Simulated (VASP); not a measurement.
AlN, 24 atoms in the cell. The cell holds a slab with vacuum, 24 atoms: a = 3.113 Å, b = 4.981 Å, c = 36.378 Å, α = 90.00°, β = 90.00°, γ = 90.00°. 

```yaml
Program: VASP 6.6.1
Task: work function
Functional: PBEsol
Potentials_or_basis: VASP PAW PBE potentials, release 64 (Al, N)
Cutoff: 520 eV
k_mesh: 8 × 6 × 1
Occupations: gaussian, width 0.05 eV
Spin: no spin polarisation
Vacuum_Å: 22
Dipole_correction: yes
Further_INCAR_settings: ALGO = Normal; EDIFF = 1e-07
```

Potentials or basis: VASP PAW PBE potentials, release 64 (Al, N).

Run with:

```bash
$ cat potpaw_PBE.64/Al/POTCAR potpaw_PBE.64/N/POTCAR > POTCAR
$ mpirun -np 8 vasp_std > vasp.out
```

Hardware: 8 MPI ranks on Intel(R) Xeon(R) Platinum 8488C (Sapphire Rapids), on a shared host.

**Question.** Estimate the wall time of this run.

**Answer.** Run time: 4.9 min on 8 MPI ranks on Intel(R) Xeon(R) Platinum 8488C (Sapphire Rapids) (shared host), peak memory 0.86 GiB a rank. Counts: scf iterations 32, k points 20.
